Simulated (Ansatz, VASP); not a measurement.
## ZnO in VASP and in Ansatz

File INCAR:

```
PREC = Accurate ; ENCUT = 520
EDIFF = 1E-6 ; ISMEAR = 0
SIGMA = 0.1 ; LREAL = False
LASPH = True ; NELM = 150
ALGO = Normal ; ISIF = 2
LWAVE = False ; LCHARG = False
ISPIN = 2 ; MAGMOM = 0 0 1 1
LORBIT = 11 ; GGA = PE
NBANDS = 30
```

The input KPOINTS:

```
regular mesh
0
Gamma
  4 4 4
```

File POSCAR:

```
ZnO
1.0
    3.7835269700      0.0000000000      0.0000000000
    0.0000000000      3.7835269700      0.0000000000
    0.0000000000      0.0000000000      3.8463157900
Zn O
2 2
Direct
    0.0000000000      0.0000000000      0.5000000000
    0.5000000000      0.5000000000      0.5000000000
    0.0000000000      0.5000000000      0.9761709300
    0.5000000000      0.0000000000      0.0238290700
```

Input for Ansatz:

```yaml
crystal:
  lattice:
    - [3.78352697, 0.0, 0.0]
    - [0.0, 3.78352697, 0.0]
    - [0.0, 0.0, 3.84631579]
  atoms:
    - { symbol: Zn, position: [0.0, 0.0, 0.5] }
    - { symbol: Zn, position: [0.5, 0.5, 0.5] }
    - { symbol: O, position: [0.0, 0.5, 0.97617093], spin: 1.0 }
    - { symbol: O, position: [0.5, 0.0, 0.02382907], spin: 1.0 }
basis:
  ecutwfc: 420
kpoints:
  mp_grid: { grid: [4, 4, 4] }
hamiltonian:
  xc: pbe
scf:
  occupations: { method: gaussian, width: 0.1 }
  lower_state_search: "off"
output:
  forces: true
  stress: true
  eigenvalues: true
  populations: true
magnetization:
  spin_polarized: true
```

Alike in both runs: task single point; functional PBE; k mesh 4 × 4 × 4; occupations gaussian, width 0.1 eV; collinear spin.

```csv
,VASP,Ansatz
version,VASP 6.6.1,Ansatz 0.2.0
potentials or method,"VASP PAW PBE potentials, release 64 (Zn, O)","scalar-relativistic, plane waves, PAW"
plane-wave cutoff (eV),520,420
valence electrons in the cell,36,36
```

```tsv
	VASP	Ansatz	Ansatz less VASP
gap on the k mesh at the Fermi level (eV)	none	none	-
pressure (GPa)	-17.5	-17.6	-0.05
largest component of the traceless stress (GPa)	31.29	31.35	+0.059
rms of the force components (eV/Å)	0.646	0.648	+0.0018
net moment per atom (μB)	0.09	0.09	0.000
size of the moment on the site where the two differ most (μB)	0.19	0.22	+0.029
```

Site moments also hang on the region over which each program counts them. Atom by atom the forces differ by 0.002 eV/Å (rms over components). A gap of «none» marks a metal or a gap that the smearing closes. The functional is the same, so the differences come from potentials, cutoffs and numerics.

Caveats: the k mesh is coarse (spacing up to 0.42 Å⁻¹), so the values aren't converged; so large a pressure means that the cell lies far from this level's equilibrium, or that cutoff or potentials fall short (VASP); forces of over 1 eV/Å show positions far from the minimum, so gaps and moduli don't describe the material at rest.
